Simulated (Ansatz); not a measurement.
Crystal: CuO.

```
Cu O
1.0
     0.18960   -2.17229   -2.04314
    -2.01972    0.10630   -1.95984
     2.38320    2.28584   -4.38944
Cu O
2 2
Direct
  0.45623 0.53069 0.48541
  0.97428 0.98587 0.02436
  0.80166 0.74472 0.73928
  0.26782 0.23873 0.25095
```

The cell comes from a database or a generator and needn't be the stable form of this composition.

Program: Ansatz 0.2.0. Alike in all runs: potentials or basis Ansatz PAW; no spin polarisation; cell as given; cutoff (eV) 420; smearing fermi-dirac 0.05 eV.

Task: Order these runs on this cell by their pressure, lowest first.
A. level LDA+U; U Cu d U = 4.5 eV; k mesh 10 × 10 × 5; points for each segment of the path 14; hubbard projectors ortho-atomic (the default); double counting fll (the default)
B. level PBE; k mesh 17 × 18 × 9
C. level PBE+U; U Cu d U = 4.5 eV; k mesh 10 × 10 × 5; points for each segment of the path 14; hubbard projectors ortho-atomic (the default); double counting fll (the default)

Result: A (-16.1 GPa), B (-3.6 GPa), C (-1.1 GPa).

Caveats: the run has no spin polarisation, though such a crystal can be magnetic; U without spin polarisation on a metal has little footing (some runs); the PAW data sets come from PBE, with cores solved anew for the run's functional, which leaves a small shift of forces and pressure (some runs).
